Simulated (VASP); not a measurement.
# Zn (Im-3m) in VASP: a series of runs, part 2 of 2

VASP 6.6.1. The steps go on from the part before.

### Step 3. Single point, LDA

Contents of INCAR:

```
SYSTEM = Zn
PREC = Accurate
ENCUT = 520
EDIFF = 1E-7
ISMEAR = -1
SIGMA = 0.15
LREAL = .False.
LASPH = .True.
NELM = 100
ALGO = Normal
ISIF = 2
LWAVE = .False.
LCHARG = .False.
NBANDS = 12
ADDGRID = .False.
```

Contents of KPOINTS:

```
Automatic mesh
0
Gamma
  15 15 15
  0 0 0
```

Contents of POSCAR:

```
Zn
1.0
   -1.5690370000      1.5690370000      1.5690370000
    1.5690370000     -1.5690370000      1.5690370000
    1.5690370000      1.5690370000     -1.5690370000
Zn
1
Direct
    0.0000000000      0.0000000000      0.0000000000
```

Potentials or basis: VASP PAW LDA potentials, release 64 (Zn).

The run is started by

```bash
$ cat potpaw_LDA.64/Zn/POTCAR > POTCAR
$ mpirun -np 1 vasp_std > vasp.out
```

OUTCAR:

```text
SYSTEM = Zn
   PREC = Accurate
   ENCUT = 520
   EDIFF = 1E-7
   ISMEAR = -1
   LREAL = .False.
   LASPH = .True.
   NELM = 100
   ISIF = 2

 Found    120 irreducible k-points:

 Following reciprocal coordinates:
            Coordinates               Weight
  0.000000  0.000000  0.000000      1.000000
  0.066667  0.000000  0.000000     12.000000
  0.133333  0.000000  0.000000     12.000000
  0.200000  0.000000  0.000000     12.000000
  0.266667  0.000000  0.000000     12.000000
  0.333333  0.000000  0.000000     12.000000
   k-points           NKPTS =    120   k-points in BZ     NKDIM =    120   number of bands    NBANDS=     12
   number of dos      NEDOS =    301   number of ions     NIONS =      1
   total plane-waves  NPLWV =   8000
   dimension x,y,z NGX =    20 NGY =   20 NGZ =   20
   dimension x,y,z NGXF=    40 NGYF=   40 NGZF=   40
   ions per type =               1
   NGX,Y,Z   is equivalent  to a cutoff of  12.23, 12.23, 12.23 a.u.
   NGXF,Y,Z  is equivalent  to a cutoff of  24.47, 24.47, 24.47 a.u.
 SYSTEM =  Zn
   PREC   = accura    normal or accurate (medium, high low for compatibility)
   ISTART =      0    job   : 0-new  1-cont  2-samecut
   ICHARG =      2    charge: 1-file 2-atom 10-const
   ISPIN  =      1    spin polarized calculation?
   LNONCOLLINEAR =      F non collinear calculations
   LSORBIT =      F    spin-orbit coupling
   LASPH  =      T    aspherical Exc in radial PAW
   ENCUT  =  520.0 eV  38.22 Ry    6.18 a.u.   5.05  5.05  5.05*2*pi/ulx,y,z
   NELM   =    100;   NELMIN=  2; NELMDL= -5     # of ELM steps
   EDIFF  = 0.1E-06   stopping-criterion for ELM
   LREAL  =      F    real-space projection
   EDIFFG = 0.1E-05   stopping-criterion for IOM
   NSW    =      0    number of steps for IOM
   IBRION =     -1    ionic relax: 0-MD 1-quasi-New 2-CG
   NFREE  =      0    steps in history (QN), initial steepest desc. (CG)
   ISIF   =      2    stress and relaxation
   ISYM   =      2    0-nonsym 1-usesym 2-fastsym
   POTIM  = 0.5000    time-step for ionic-motion
   TEBEG  =    0.0;   TEEND  =   0.0 temperature during run
   PSTRESS=    0.0 pullay stress
   NELECT =      12.0000    total number of electrons
   NUPDOWN=      -1.0000    fix difference up-down
   EMIN   =  10.00;   EMAX   =-10.00  energy-range for DOS
   EFERMI =   0.00;   METHOD = LEGACY
   ISMEAR =    -1;   SIGMA  =   0.15  broadening in eV -4-tet -1-fermi 0-gaus
   EFERMI_NEDOS =   21; number of points for ismear=-14 and -15
   IALGO  =     38    algorithm
   IMIX   =      4    mixing-type and parameters
     AMIX     =   0.40;   BMIX     =  1.00
     AMIX_MAG =   1.60;   BMIX_MAG =  1.00
  volume/ion in A,a.u.               =      15.45       104.27
  Fermi-wavevector in a.u.,A,eV,Ry     =   1.504811  2.843681 30.809811  2.264457
  Thomas-Fermi vector in A             =   2.615742
   LORBIT       =      0    0 simple, 1 ext, 2 COOP (PROOUT), +10 PAW based schemes
   GGA     = CA    functional components
   LHFCALC =     F    Hartree Fock is set to
   AEXX    =    0.0000 exact exchange contribution
   IVDW    =     0    specifies the selected vdW correction
   LEPSILON=     F    determine dielectric tensor
   LRPA    =     F    only Hartree local field effects (RPA)
 non-spin polarized calculation
  energy-cutoff  :      520.00
  volume of cell :       15.45
 maximum number of plane-waves:       430
   NGX = 11   NGY = 11   NGZ = 11

 number of electron      12.0000023 magnetization

 Free energy of the ion-electron system (eV)
  ---------------------------------------------------
  ext. energy  EPLUGINS =         0.00000000
  ---------------------------------------------------
  free energy    TOTEN  =        -1.73946136 eV

  energy without entropy =       -1.71516603  energy(sigma->0) =       -1.72731370

 E-fermi :   2.8368     XC(G=0): -11.8162

 val. band max:        2.8294472270   @ k =  -0.4000  -0.4000   0.0667
 cond. band min:       3.0107624039   @ k =  -0.4667  -0.4667   0.2000
 fundamental gap:      0.1813151769
 Fermi energy:         2.8368271246

 k-point     1 :       0.0000    0.0000    0.0000
  band No.  band energies     occupation
      1      -7.4871      2.00000
      2      -4.9803      2.00000
      3      -4.9803      2.00000
      4      -4.9803      2.00000
      5      -4.4767      2.00000
      6      -4.4767      2.00000
      7      21.5751      0.00000
      8      21.5751      0.00000
      9      21.5751      0.00000
     10      23.6937      0.00000
     11      23.6937      0.00000
     12      23.6937      0.00000
[... 61 lines left out ...]
 k-point     6 :       0.3333    0.0000    0.0000
  band No.  band energies     occupation
      1      -5.5772      2.00000
      2      -5.2042      2.00000
      3      -4.5351      2.00000
      4      -4.4562      2.00000
      5      -4.3702      2.00000
      6      -3.4628      2.00000
      7       7.2251      0.00000
      8      15.1195      0.00000
      9      16.4344      0.00000
     10      18.8189      0.00000
     11      19.9728      0.00000
     12      26.7256      0.00000

 [... further k-points ...]

------------------------ aborting loop because EDIFF is reached ----------------------------------------

  FORCE on cell =-STRESS in cart. coord.  units (eV):
  Direction    XX          YY          ZZ          XY          YZ          ZX
  --------------------------------------------------------------------------------------
  -------------------------------------------------------------------------------------
  Total       -0.7588338     -0.7588338     -0.7588338     -0.0000000      0.0000000     -0.0000000
  in kB      -78.6860476    -78.6860476    -78.6860476     -0.0000000      0.0000000     -0.0000000
  external PRESSURE =     -78.6860476 kB  Pullay stress =       0.0000000 kB

 VOLUME and BASIS-vectors are now :
 -----------------------------------------------------------------------------
  energy-cutoff  :      520.00
  volume of cell :       15.45
      direct lattice vectors                 reciprocal lattice vectors
    -1.569037000  1.569037000  1.569037000     0.000000000  0.318666800  0.318666800
     1.569037000 -1.569037000  1.569037000     0.318666800  0.000000000  0.318666800
     1.569037000  1.569037000 -1.569037000     0.318666800  0.318666800  0.000000000

 POSITION                                       TOTAL-FORCE (eV/Angst)
 -----------------------------------------------------------------------------------
      0.00000      0.00000      0.00000         0.000000      0.000000      0.000000
 -----------------------------------------------------------------------------------
    total drift:                                0.000000     -0.000000      0.000000

  FREE ENERGIE OF THE ION-ELECTRON SYSTEM (eV)
  ---------------------------------------------------
  free  energy   TOTEN  =        -1.7394613600 eV

  energy  without entropy=       -1.7151660330  energy(sigma->0) =       -1.72731370
```

stdout:

```text
POSCAR found type information on POSCAR Zn
 POSCAR found :  1 types and       1 ions
 scaLAPACK will be used
 LDA part: xc-table for (Slater(with rela. corr.)+CA(PZ))
 , standard interpolation
 POSCAR, INCAR and KPOINTS ok, starting setup
 FFT: planning ... GRIDC
 FFT: planning ... GRID_SOFT
 FFT: planning ... GRID
 WAVECAR not read
 entering main loop
```

Run time: 8.8 s. Hardware: 1 thread of Intel Xeon Platinum 8488C (Sapphire Rapids), shared host; peak memory 0.13 GiB.

These settings aren't checked as converged: the numbers below hold their error.

What came out:

- Free energy: -1.7395 eV
- Pressure: -7.9 GPa
- Band gap on the k mesh: none (metal or under the smearing width)

### Step 4. Single point, LDA

Changes to INCAR since step 3:

```diff
@@ -1,3 +1,3 @@
 SYSTEM = Zn
-PREC = Accurate
+PREC = Low
 ENCUT = 520
```

KPOINTS is that of step 3.

POSCAR is that of step 3.

The run is started by

```bash
$ cat potpaw_LDA.64/Zn/POTCAR > POTCAR
$ mpirun -np 1 vasp_std > vasp.out
```

It took 4.3 s on 1 thread of Intel Xeon Platinum 8488C (Sapphire Rapids), shared host; peak memory 0.12 GiB.

The run converged, but some of its settings lie outside the range that counts as converged, so its numbers aren't taken as properties of the crystal.

What came out:

```
Free energy            : -1.7352 eV
Pressure               : -8.2 GPa
Band gap on the k mesh : none (metal or under the smearing width)
```

### Step 5. Single point, LDA

Changes to INCAR since step 4:

```diff
@@ -1,3 +1,3 @@
 SYSTEM = Zn
-PREC = Low
+PREC = Normal
 ENCUT = 520
```

KPOINTS is that of step 4.

POSCAR is that of step 4.

Potentials or basis: VASP PAW LDA potentials, release 64 (Zn).

The run is started by

```bash
$ cat potpaw_LDA.64/Zn/POTCAR > POTCAR
$ mpirun -np 1 vasp_std > vasp.out
```

OUTCAR:

```text
SYSTEM = Zn
   PREC = Normal
   ENCUT = 520
   EDIFF = 1E-7
   ISMEAR = -1
   LREAL = .False.
   LASPH = .True.
   NELM = 100
   ISIF = 2

 Found    120 irreducible k-points:

 Following reciprocal coordinates:
            Coordinates               Weight
  0.000000  0.000000  0.000000      1.000000
  0.066667  0.000000  0.000000     12.000000
  0.133333  0.000000  0.000000     12.000000
  0.200000  0.000000  0.000000     12.000000
  0.266667  0.000000  0.000000     12.000000
  0.333333  0.000000  0.000000     12.000000
   k-points           NKPTS =    120   k-points in BZ     NKDIM =    120   number of bands    NBANDS=     12
   number of dos      NEDOS =    301   number of ions     NIONS =      1
   total plane-waves  NPLWV =   4096
   dimension x,y,z NGX =    16 NGY =   16 NGZ =   16
   dimension x,y,z NGXF=    32 NGYF=   32 NGZF=   32
   ions per type =               1
   NGX,Y,Z   is equivalent  to a cutoff of   9.79,  9.79,  9.79 a.u.
   NGXF,Y,Z  is equivalent  to a cutoff of  19.58, 19.58, 19.58 a.u.
 SYSTEM =  Zn
   PREC   = normal    normal or accurate (medium, high low for compatibility)
   ISTART =      0    job   : 0-new  1-cont  2-samecut
   ICHARG =      2    charge: 1-file 2-atom 10-const
   ISPIN  =      1    spin polarized calculation?
   LNONCOLLINEAR =      F non collinear calculations
   LSORBIT =      F    spin-orbit coupling
   LASPH  =      T    aspherical Exc in radial PAW
[... 65 lines left out ...]
      7      21.5751      0.00000
      8      21.5751      0.00000
      9      21.5751      0.00000
     10      23.6937      0.00000
     11      23.6937      0.00000
     12      23.6937      0.00000
[... 61 lines left out ...]
 k-point     6 :       0.3333    0.0000    0.0000
  band No.  band energies     occupation
      1      -5.5772      2.00000
      2      -5.2042      2.00000
      3      -4.5351      2.00000
      4      -4.4562      2.00000
      5      -4.3702      2.00000
      6      -3.4628      2.00000
      7       7.2251      0.00000
      8      15.1195      0.00000
      9      16.4344      0.00000
     10      18.8189      0.00000
     11      19.9728      0.00000
     12      26.7256      0.00000

 [... further k-points ...]

------------------------ aborting loop because EDIFF is reached ----------------------------------------

  FORCE on cell =-STRESS in cart. coord.  units (eV):
  Direction    XX          YY          ZZ          XY          YZ          ZX
  --------------------------------------------------------------------------------------
  -------------------------------------------------------------------------------------
  Total       -0.7566562     -0.7566562     -0.7566562     -0.0000000      0.0000000     -0.0000000
  in kB      -78.4602348    -78.4602348    -78.4602348     -0.0000000      0.0000000     -0.0000000
  external PRESSURE =     -78.4602348 kB  Pullay stress =       0.0000000 kB

 VOLUME and BASIS-vectors are now :
 -----------------------------------------------------------------------------
  energy-cutoff  :      520.00
  volume of cell :       15.45
      direct lattice vectors                 reciprocal lattice vectors
    -1.569037000  1.569037000  1.569037000     0.000000000  0.318666800  0.318666800
     1.569037000 -1.569037000  1.569037000     0.318666800  0.000000000  0.318666800
     1.569037000  1.569037000 -1.569037000     0.318666800  0.318666800  0.000000000

 POSITION                                       TOTAL-FORCE (eV/Angst)
 -----------------------------------------------------------------------------------
      0.00000      0.00000      0.00000        -0.000000      0.000000     -0.000000
 -----------------------------------------------------------------------------------
    total drift:                                0.000000      0.000000     -0.000000

  FREE ENERGIE OF THE ION-ELECTRON SYSTEM (eV)
  ---------------------------------------------------
  free  energy   TOTEN  =        -1.7392982103 eV

  energy  without entropy=       -1.7150028701  energy(sigma->0) =       -1.72715054
```

Wall time 4.3 s (1 thread of Intel Xeon Platinum 8488C (Sapphire Rapids), shared host); peak memory 0.12 GiB.

These settings aren't checked as converged: the numbers below hold their error.

Results:

| Property | Result |
| --- | --- |
| Free energy | -1.7393 eV |
| Pressure | -7.8 GPa |
| Band gap on the k mesh | none (metal or under the smearing width) |

### Step 6. Single point, LDA

Changes to INCAR since step 5:

```diff
@@ -1,3 +1,3 @@
 SYSTEM = Zn
-PREC = Normal
+PREC = Accurate
 ENCUT = 520
@@ -6,3 +6,3 @@
 SIGMA = 0.15
-LREAL = .False.
+LREAL = Auto
 LASPH = .True.
```

KPOINTS is that of step 5.

POSCAR is that of step 5.

Potentials or basis: VASP PAW LDA potentials, release 64 (Zn).

The run is started by

```bash
$ cat potpaw_LDA.64/Zn/POTCAR > POTCAR
$ mpirun -np 1 vasp_std > vasp.out
```

Run time: 17 s. Hardware: 1 thread of Intel Xeon Platinum 8488C (Sapphire Rapids), shared host; peak memory 0.12 GiB.

These settings aren't checked as converged: the numbers below hold their error.

What came out:

```
Free energy            : -1.7397 eV
Pressure               : -7.8 GPa
Band gap on the k mesh : none (metal or under the smearing width)
```
